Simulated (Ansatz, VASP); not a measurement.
## HgTe: VASP beside Ansatz

Contents of INCAR:

```
PREC = Accurate ; ENCUT = 520
EDIFF = 1E-7 ; ISMEAR = -1
SIGMA = 0.05 ; LREAL = False
LASPH = True ; NELM = 100
ALGO = Normal ; ISIF = 2
LWAVE = False ; LCHARG = False
GGA = PE ; NBANDS = 16
```

Contents of KPOINTS:

```
Automatic mesh
0
Gamma
  7 7 7
```

File POSCAR:

```
HgTe
1.0
    0.0000000000      3.2010602164      3.2010602164
    3.2010602164      0.0000000000      3.2010602164
    3.2010602164      3.2010602164      0.0000000000
Hg Te
1 1
Direct
    0.0000000000      0.0000000000      0.0000000000
    0.5000000000      0.5000000000      0.5000000000
```

File input.yaml:

```yaml
crystal:
  lattice:
    - [0.0, 3.2010602164, 3.2010602164]
    - [3.2010602164, 0.0, 3.2010602164]
    - [3.2010602164, 3.2010602164, 0.0]
  atoms:
    - { symbol: Hg, position: [0.0, 0.0, 0.0] }
    - { symbol: Te, position: [0.5, 0.5, 0.5] }
hamiltonian:
  xc: pbe
  pseudopotentials: { kind: paw }
kpoints:
  mp_grid: { grid: [7, 7, 7] }
scf:
  occupations: { method: fermi_dirac, width: 0.05 }
output:
  forces: true
  stress: true
  eigenvalues: true
  write_density: true
  write_potential: true
  elf: true
  volumetric_format: npy
```

Change from the starting cell: volume scaled by 1.02.

Alike in both runs: task single point; functional PBE; k mesh 7 × 7 × 7; occupations fermi-dirac, width 0.05 eV; no spin polarisation.

|  | VASP | Ansatz |
| --- | --- | --- |
| version | VASP 6.6.1 | Ansatz 0.2.0 |
| potentials or method | VASP PAW PBE potentials, release 64 (Hg, Te) | Ansatz PAW |
| plane-wave cutoff (eV) | 520 | 420 |
| valence electrons in the cell | 18 | 36 |

|  | VASP | Ansatz | Ansatz less VASP |
| --- | --- | --- | --- |
| gap on the k mesh at the Fermi level (eV) | none | none | - |
| pressure (GPa) | -4.1 | -4.2 | -0.05 |

A gap of «none» marks a metal or a gap that the smearing closes. The two sets of potentials don't hold the same shells in valence.

The runs have no spin-orbit coupling, so splittings on Hg, Te are missing.
